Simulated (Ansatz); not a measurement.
The system is ZnS (Wurtzite-6H).

```
Zn S
1.0
     3.81200    0.00000    0.00000
    -1.90600    3.30129    0.00000
     0.00000    0.00000   18.68999
Zn S
6 6
Direct
  0.33333 0.66667 0.83333
  0.66667 0.33333 0.33333
  0.66667 0.33333 0.66667
  0.33333 0.66667 0.16667
  0.00000 0.00000 0.50000
  0.00000 0.00000 0.00000
  0.33333 0.66667 0.95833
  0.66667 0.33333 0.45833
  0.66667 0.33333 0.79167
  0.33333 0.66667 0.29167
  0.00000 0.00000 0.62500
  0.00000 0.00000 0.12500
```

* Program: Ansatz 0.2.0
* Task: relaxation of cell and atoms
* Functional: RPBE
* Dispersion: D3(BJ)
* Potentials or basis: Ansatz PAW
* Cutoff: 420 eV (not typed: the program's choice for these potentials)
* k mesh: 8 × 8 × 2
* Occupations: fermi-dirac, width 0.05 eV
* Spin: no spin polarisation

At the start: volume 19.60 Å³/atom.

Question: How do energy, volume and symmetry change on relaxing?

Answer: It ends after 5 steps and the volume is 18.13 Å³/atom (-7.5 %); space group P6_3mc (No. 186, to 0.05 Å).

The path:
```csv
step,energy change (eV),largest force (eV/Å),volume (Å³)
1,0.0000,0.0228,235.20
2,-0.2771,0.0080,224.77
3,-0.3410,0.0059,216.50
4,-0.3416,0.0019,217.56
5,-0.3323,0.0020,217.56
```

Final structure:
```cif
data_structure
_symmetry_space_group_name_H-M 'P 1'
_symmetry_Int_Tables_number 1
_cell_length_a 3.7146
_cell_length_b 3.7146
_cell_length_c 18.2067
_cell_angle_alpha 90.000
_cell_angle_beta 90.000
_cell_angle_gamma 120.000
_cell_volume 217.56
loop_
_atom_site_label
_atom_site_type_symbol
_atom_site_fract_x
_atom_site_fract_y
_atom_site_fract_z
_atom_site_occupancy
Zn1 Zn 0.33333 0.66667 0.83327 1
Zn2 Zn 0.66667 0.33333 0.33327 1
Zn3 Zn 0.66667 0.33333 0.66669 1
Zn4 Zn 0.33333 0.66667 0.16669 1
Zn5 Zn 0.00000 0.00000 0.50003 1
Zn6 Zn 0.00000 0.00000 0.00003 1
S1 S 0.33333 0.66667 0.95824 1
S2 S 0.66667 0.33333 0.45824 1
S3 S 0.66667 0.33333 0.79164 1
S4 S 0.33333 0.66667 0.29164 1
S5 S 0.00000 0.00000 0.62513 1
S6 S 0.00000 0.00000 0.12513 1
```

Caveat: the plane-wave basis is chosen anew once the cell has moved, so the energies of steps on either side of that aren't comparable; the PAW data sets come from PBE, with cores solved anew for the run's functional, which leaves a small shift of forces and pressure.
